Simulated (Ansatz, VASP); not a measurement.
InAs3: VASP beside Ansatz

The input INCAR:

```
SYSTEM = InAs3
PREC = Accurate
ENCUT = 520
EDIFF = 1E-7
ISMEAR = 0
SIGMA = 0.1
LREAL = .FALSE.
LASPH = .TRUE.
NELM = 80
ALGO = Normal
ISIF = 2
LWAVE = .FALSE.
LCHARG = .TRUE.
GGA = PE
LELF = .TRUE.
LVHAR = .TRUE.
NBANDS = 22
```

File KPOINTS:

```
regular mesh
0
G
  4 4 4
  0 0 0
```

POSCAR

```
InAs3
1.0
   -3.0738742600      3.0738742600      3.0738742600
    3.0738742600     -3.0738742600      3.0738742600
    3.0738742600      3.0738742600     -3.0738742600
In As
1 3
Direct
    0.0000000000      0.0000000000      0.0000000000
    0.0000000000      0.5000000000      0.5000000000
    0.5000000000      0.0000000000      0.5000000000
    0.5000000000      0.5000000000      0.0000000000
```

Input for Ansatz:

```yaml
crystal:
  lattice:
    - [-3.07387426, 3.07387426, 3.07387426]
    - [3.07387426, -3.07387426, 3.07387426]
    - [3.07387426, 3.07387426, -3.07387426]
  atoms:
    - { symbol: In, position: [0.0, 0.0, 0.0] }
    - { symbol: As, position: [0.0, 0.5, 0.5] }
    - { symbol: As, position: [0.5, 0.0, 0.5] }
    - { symbol: As, position: [0.5, 0.5, 0.0] }
basis:
  ecutwfc: 420
kpoints:
  mp_grid: { grid: [4, 4, 4] }
hamiltonian:
  xc: pbe
scf:
  occupations: { method: gaussian, width: 0.1 }
  lower_state_search: "off"
output:
  forces: true
  stress: true
  eigenvalues: true
```

Alike in both runs: task single point; functional PBE; k mesh 4 × 4 × 4; occupations gaussian, width 0.1 eV; no spin polarisation.

```csv
,VASP,Ansatz
version,VASP 6.6.1,Ansatz 0.2.0
potentials or method,"VASP PAW PBE potentials, release 64 (In_d, As)","scalar-relativistic, plane waves, PAW"
plane-wave cutoff (eV),520,420
valence electrons in the cell,28,58
```

|  | VASP | Ansatz | Ansatz less VASP |
| --- | --- | --- | --- |
| gap on the k mesh at the Fermi level (eV) | none | none | - |
| pressure (GPa) | -9.9 | -9.9 | +0.01 |

A gap of «none» marks a metal or a gap that the smearing closes. The two sets of potentials don't hold the same shells in valence.

Caveats: the k mesh is coarse (spacing up to 0.36 Å⁻¹), so the values aren't converged.
